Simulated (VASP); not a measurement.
Here is a VASP 6.6.1 calculation.

The input INCAR:

```
PREC = Accurate ; ENCUT = 520
EDIFF = 1E-7 ; ISMEAR = 0
SIGMA = 0.1 ; LREAL = F
LASPH = T ; NELM = 100
ALGO = Normal ; ISIF = 2
LWAVE = F ; LCHARG = F
GGA = PE ; NBANDS = 18
```

File KPOINTS:

```
Automatic mesh
0
Gamma
  8 8 8
```

POSCAR

```
ScAl3
1.0
    4.0878065700      0.0000000000      0.0000000000
    0.0000000000      4.0878065700      0.0000000000
    0.0000000000      0.0000000000      4.0878065700
Sc Al
1 3
Direct
    0.0000000000      0.0000000000      0.0000000000
    0.5000000000      0.0000000000      0.5000000000
    0.0000000000      0.5000000000      0.5000000000
    0.5000000000      0.5000000000      0.0000000000
```

Potentials or basis: VASP PAW PBE potentials, release 64 (Sc_sv, Al).

Command:

```sh
$ cat potpaw_PBE.64/Sc_sv/POTCAR potpaw_PBE.64/Al/POTCAR > POTCAR
$ mpirun -np 1 vasp_std > vasp.out
```

Task: What does it give for the pressure?

Result: 1.2 GPa.

Task: Estimate the band gap on the k mesh.

Result: None (metal or under the smearing width).
